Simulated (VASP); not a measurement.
# CdS in VASP: one cell, several levels of theory

Aim: gap, levels, forces and stress of CdS, h-MgO type, under +5.3 % equal strain in all directions at fixed geometry. Runs: PBE, r2SCAN. This is a trial cell built on a prototype, not taken from a measured structure, and it needn't be the compound's ground state.

The runs shown are made with VASP 6.6.1. PAW datasets, plane waves. (Calculated; spin-unpolarised; the phase may be known or hypothetical.)

## 1. The cell

The cell comes from an earlier relaxation with r2SCAN in another program, then strained, with the atoms relaxed again.

Space group P6_3/mmc (No. 194), hexagonal; conventional cell a = 4.640 Å, c = 6.050 Å, 28.21 Å³ an atom. Cd has 5 S at 2.68–3.03 Å; S has 5 Cd at 2.68–3.03 Å.

Structure file:

```
CELL_PARAMETERS angstrom
4.64042 0.00000 0.00000
-2.32021 4.01872 0.00000
0.00000 0.00000 6.05047
ATOMIC_POSITIONS crystal
Cd 0.33333 0.66667 0.25000
Cd 0.66667 0.33333 0.75000
S 0.66667 0.33333 0.25000
S 0.33333 0.66667 0.75000
```

## 2. Single point with PBE

INCAR reads:

```
ENCUT = 520.000000
SIGMA = 0.020000
EDIFF = 1.00e-07
GGA = PE
PREC = Accurate
IBRION = -1
ISIF = 2
ISMEAR = -1
NBANDS = 26
NELM = 120
NSW = 0
LASPH = .TRUE.
LCHARG = .FALSE.
LWAVE = .FALSE.
LREAL = .FALSE.
```

KPOINTS reads:

```
KPOINTS created by Atomic Simulation Environment
0
Gamma
6 6 4
0 0 0
```

KPOINTS_OPT reads:

```
special points
6
Reciprocal
0.0000000000 0.0000000000 0.0000000000 1
0.5000000000 0.0000000000 0.0000000000 1
0.3333333333 0.3333333333 0.0000000000 1
0.0000000000 0.0000000000 0.5000000000 1
0.5000000000 0.0000000000 0.5000000000 1
0.3333333333 0.3333333333 0.5000000000 1
```

POSCAR reads:

```
Cd S
 1.0000000000000000
     4.6404183262138199    0.0000000000000000    0.0000000000000000
    -2.3202091631069099    4.0187201546880322    0.0000000000000000
     0.0000000000000000    0.0000000000000000    6.0504691820999996
 Cd  S
   2   2
Cartesian
  0.0000000000000000  2.6791467697920215  1.5126172955249999
  2.3202091631069099  1.3395733848960107  4.5378518865749999
  2.3202091631069099  1.3395733848960107  1.5126172955249999
  0.0000000000000000  2.6791467697920215  4.5378518865749999
```

Potentials: the recommended PBE PAW datasets, 36 valence electrons in the neutral cell.

Launch:

```sh
$ mpirun -np 1 vasp_std
```

Standard output, without the iteration lines:

```text
POSCAR found type information on POSCAR CdS
 POSCAR found :  2 types and       4 ions
 LDA part: xc-table for (Slater+PW92), standard interpolation
 POSCAR, INCAR and KPOINTS ok, starting setup
 FFT: planning ... GRIDC
 FFT: planning ... GRID_SOFT
 FFT: planning ... GRID
 WAVECAR not read
 entering main loop
 Start KPOINTS_OPT (optional k-point list driver)
k-point batch [1-6\6]
```

OSZICAR:

```text
N       E                     dE             d eps       ncg     rms          rms(c)
DAV:   1     0.244620487136E+03    0.24462E+03   -0.17192E+04  1092   0.125E+03
DAV:   2     0.186001438677E+01   -0.24276E+03   -0.23404E+03  1204   0.308E+02
DAV:   3    -0.128110841048E+02   -0.14671E+02   -0.14569E+02  1280   0.749E+01
DAV:   4    -0.129803564170E+02   -0.16927E+00   -0.16908E+00  1250   0.773E+00
DAV:   5    -0.129829590965E+02   -0.26027E-02   -0.26025E-02  1290   0.973E-01    0.795E+00
DAV:   6    -0.117134827251E+02    0.12695E+01   -0.22528E+00  1302   0.132E+01    0.688E+00
DAV:   7    -0.116904141689E+02    0.23069E-01   -0.54751E-01  1152   0.397E+00    0.383E+00
DAV:   8    -0.116890821527E+02    0.13320E-02   -0.47486E-02  1190   0.203E+00    0.324E-01
DAV:   9    -0.116873825989E+02    0.16996E-02   -0.92474E-03  1208   0.939E-01    0.113E-01
DAV:  10    -0.116879622790E+02   -0.57968E-03   -0.12406E-03  1148   0.247E-01    0.125E-01
DAV:  11    -0.116881097182E+02   -0.14744E-03   -0.13264E-04  1200   0.628E-02    0.567E-02
DAV:  12    -0.116881167578E+02   -0.70396E-05   -0.58052E-05  1166   0.401E-02    0.636E-03
DAV:  13    -0.116881191919E+02   -0.24342E-05   -0.66951E-06  1186   0.167E-02    0.443E-03
DAV:  14    -0.116881192997E+02   -0.10782E-06   -0.51142E-07  1092   0.525E-03    0.145E-03
DAV:  15    -0.116881193583E+02   -0.58522E-07   -0.18228E-07   988   0.335E-03
   1 F= -.11688119E+02 E0= -.11688119E+02  d E =-.109334E-07
       N       E                     dE             ncg
DAV:   1     0.203223045206E+04   -0.39054E+04      312
DAV:   2     0.616508063285E+03   -0.14157E+04      360
DAV:   3     0.540651705509E+03   -0.75856E+02      398
DAV:   4     0.539897489715E+03   -0.75422E+00      372
DAV:   5     0.539885476167E+03   -0.12014E-01      342
DAV:   6     0.539885156556E+03   -0.31961E-03      358
DAV:   7     0.539885146516E+03   -0.10040E-04      346
DAV:   8     0.539885146172E+03   -0.34371E-06      358
DAV:   9     0.539885146161E+03   -0.10955E-07      254
```

The lines after F= are the extra pass for the points of KPOINTS_OPT, at fixed density; their E is not a total energy.

OUTCAR, selected sections:

```text
k-points           NKPTS =     21   k-points in BZ     NKDIM =     21   number of bands    NBANDS=     26

   NELECT =      36.0000    total number of electrons

   dimension x,y,z NGX =    36 NGY =   36 NGZ =   48
   dimension x,y,z NGXF=    72 NGYF=   72 NGZF=   96

  energy-cutoff  :      520.00
  volume of cell :      112.83
      direct lattice vectors                 reciprocal lattice vectors
     4.640418326  0.000000000  0.000000000     0.215497813  0.124417720  0.000000000
    -2.320209163  4.018720155  0.000000000     0.000000000  0.248835441  0.000000000
     0.000000000  0.000000000  6.050469182     0.000000000  0.000000000  0.165276439

 k-points in reciprocal lattice and weights: KPOINTS created by Atomic Simulation Env
   0.00000000  0.00000000  0.00000000       0.007
   0.16666667  0.00000000  0.00000000       0.042
   0.33333333  0.00000000  0.00000000       0.042
   0.50000000  0.00000000  0.00000000       0.021
   0.16666667  0.16666667  0.00000000       0.042
   0.33333333  0.16666667  0.00000000       0.083
   0.33333333  0.33333333  0.00000000       0.014
   0.00000000  0.00000000  0.25000000       0.014
[... 13 more k-points ...]

 E-fermi :   0.7212

 k-point     1 :       0.0000    0.0000    0.0000
  band No.  band energies     occupation
      1     -11.2224      2.00000
      2     -10.7248      2.00000
      3      -7.0669      2.00000
      4      -7.0669      2.00000
      5      -7.0620      2.00000
      6      -7.0620      2.00000
      7      -6.8675      2.00000
      8      -6.8675      2.00000
      9      -6.8456      2.00000
     10      -6.7366      2.00000
     11      -6.7366      2.00000
     12      -6.3232      2.00000
     13      -2.4631      2.00000
     14      -0.6268      2.00000
     15      -0.6268      2.00000
     16       0.1324      2.00000
     17       0.1324      2.00000
     18       0.2739      2.00000
     19       0.9924      0.00000
     20       1.2172      0.00000
     21       6.1163      0.00000
     22       6.1163      0.00000
     23       7.2762      0.00000
     24       7.2762      0.00000
     25       8.6072      0.00000
     26       9.2412      0.00000

 k-point     2 :       0.1667    0.0000    0.0000
  band No.  band energies     occupation
      1     -11.1530      2.00000
      2     -10.7116      2.00000
      3      -7.0377      2.00000
      4      -7.0374      2.00000
      5      -7.0237      2.00000
      6      -7.0232      2.00000
      7      -6.8764      2.00000
      8      -6.8758      2.00000
      9      -6.8281      2.00000
     10      -6.7576      2.00000
     11      -6.7312      2.00000
     12      -6.3372      2.00000
     13      -2.2776      2.00000
     14      -1.5111      2.00000
     15      -0.9353      2.00000
     16      -0.8883      2.00000
     17      -0.0106      2.00000
     18       0.1484      2.00000
     19       2.0814      0.00000
     20       2.1549      0.00000
     21       5.6614      0.00000
     22       6.7046      0.00000
     23       7.0984      0.00000
     24       7.7909      0.00000
     25       8.0135      0.00000
     26       8.6896      0.00000

 k-point     3 :       0.3333    0.0000    0.0000
  band No.  band energies     occupation
      1     -10.9943      2.00000
      2     -10.7032      2.00000
      3      -6.9741      2.00000
      4      -6.9587      2.00000
      5      -6.9454      2.00000
      6      -6.9106      2.00000
      7      -6.8948      2.00000
      8      -6.8925      2.00000
      9      -6.7946      2.00000
     10      -6.7722      2.00000
     11      -6.7222      2.00000
     12      -6.4045      2.00000
     13      -2.5525      2.00000
     14      -2.0254      2.00000
     15      -1.8071      2.00000
     16      -1.3321      2.00000
     17      -0.3049      2.00000
     18      -0.2133      2.00000
     19       2.8088      0.00000
     20       3.2542      0.00000
     21       5.9235      0.00000
     22       7.0199      0.00000
     23       7.3064      0.00000
     24       8.2311      0.00000
     25       8.3811      0.00000
     26       8.7214      0.00000

 k-point     4 :       0.5000    0.0000    0.0000
  band No.  band energies     occupation
      1     -10.8897      2.00000
      2     -10.7234      2.00000
      3      -6.9413      2.00000
      4      -6.9059      2.00000
      5      -6.9045      2.00000
      6      -6.9021      2.00000
      7      -6.8999      2.00000
      8      -6.8649      2.00000
      9      -6.8103      2.00000
     10      -6.7183      2.00000
     11      -6.6203      2.00000
     12      -6.5467      2.00000
     13      -2.9418      2.00000
     14      -2.4844      2.00000
     15      -1.5296      2.00000
     16      -1.4326      2.00000
     17      -0.5390      2.00000
     18      -0.4495      2.00000
     19       2.8679      0.00000
     20       3.6041      0.00000
     21       6.5977      0.00000
     22       6.6440      0.00000
     23       7.8915      0.00000
     24       8.3572      0.00000
     25       8.5472      0.00000
     26       9.7612      0.00000

 k-point     5 :       0.1667    0.1667    0.0000
  band No.  band energies     occupation
      1     -11.0378      2.00000
      2     -10.7018      2.00000
      3      -7.0069      2.00000
      4      -6.9826      2.00000
      5      -6.9588      2.00000
      6      -6.9376      2.00000
      7      -6.8956      2.00000
      8      -6.8812      2.00000
      9      -6.7908      2.00000
     10      -6.7883      2.00000
     11      -6.7235      2.00000
     12      -6.3730      2.00000
     13      -2.2143      2.00000
     14      -1.9451      2.00000
     15      -1.8466      2.00000
     16      -1.2936      2.00000
     17      -0.3503      2.00000
     18      -0.1002      2.00000
     19       2.9817      0.00000
     20       3.1304      0.00000
     21       5.4490      0.00000
     22       7.0738      0.00000
     23       7.4154      0.00000
     24       7.8755      0.00000
     25       7.9509      0.00000
     26       8.6503      0.00000

[... the tables of k-points 6 to 21 left out ...]

  Total       -4.1667084     -4.1667084     -2.9761680      0.0000000      0.0000000      0.0000000
  in kB      -59.1656641    -59.1656641    -42.2604457      0.0000000      0.0000000      0.0000000
  external PRESSURE =     -53.5305913 kB  Pullay stress =       0.0000000 kB

 POSITION                                       TOTAL-FORCE (eV/Angst)
 -----------------------------------------------------------------------------------
      0.00000      2.67915      1.51262         0.000000     -0.000000     -0.000000
      2.32021      1.33957      4.53785        -0.000000      0.000000     -0.000000
      2.32021      1.33957      1.51262         0.000000      0.000000      0.000000
      0.00000      2.67915      4.53785        -0.000000     -0.000000      0.000000
 -----------------------------------------------------------------------------------
    total drift:                                0.000000     -0.000000     -0.000000

  FREE ENERGIE OF THE ION-ELECTRON SYSTEM (eV)
  ---------------------------------------------------
  free  energy   TOTEN  =       -11.6881193583 eV

  energy  without entropy=      -11.6881193473  energy(sigma->0) =      -11.68811935
```

Run time: 60 s. Hardware: 1 MPI rank of Intel Xeon Platinum 8488C, shared host; peak memory 0.28 GiB.

The levels at the points of KPOINTS_OPT are read from vasprun.xml.

Levels at the named points, in eV from the top of band v (v: the last filled band by count, c: the next):

| point | v−1 | v | c | c+1 |
| --- | --- | --- | --- | --- |
| Γ | -0.29 | -0.15 | 0.57 | 0.80 |
| M | -0.96 | -0.87 | 2.45 | 3.18 |
| K | -1.39 | -1.39 | 3.85 | 3.85 |
| A | -0.65 | -0.65 | 2.41 | 2.41 |
| L | -0.28 | -0.28 | 3.52 | 3.52 |
| H | 0.00 | 0.00 | 4.75 | 4.75 |

Gap with PBE: 0.57 eV, valence top at H, conduction bottom at Γ. Least direct gap: 0.72 eV. The pressure is -5.35 GPa; the forces vanish within 0.01 eV/Å.

[end of part 1 of 2]
